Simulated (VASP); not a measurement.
A run of VASP 6.6.1 is set up as follows.

Contents of INCAR:

```
ALGO = Fast
EDIFF = 1E-6
ENCUT = 520
GGA = CA
ISIF = 2
ISMEAR = 0
LASPH = T
LCHARG = T
LELF = T
LREAL = F
LVHAR = T
LWAVE = F
NBANDS = 10
NELM = 100
PREC = Accurate
SIGMA = 0.1
```

Contents of KPOINTS:

```
k-points
0
Gamma
  18 18 18
```

Contents of POSCAR:

```
Re
1.0
    0.0000000000      1.9303592527      1.9303592527
    1.9303592527      0.0000000000      1.9303592527
    1.9303592527      1.9303592527      0.0000000000
Re
1
Direct
    0.0000000000      0.0000000000      0.0000000000
```

Potentials or basis: VASP PAW LDA potentials, release 64 (Re).

Run with:

```sh
$ cat potpaw_LDA.64/Re/POTCAR > POTCAR
$ mpirun -np 1 vasp_std > vasp.out
```

Question: Predict the band gap on the k mesh.

Answer: None (metal or under the smearing width).

Question: What does it give for the pressure?

Answer: 1.4 GPa.

The run has no spin-orbit coupling, so splittings on Re are missing.
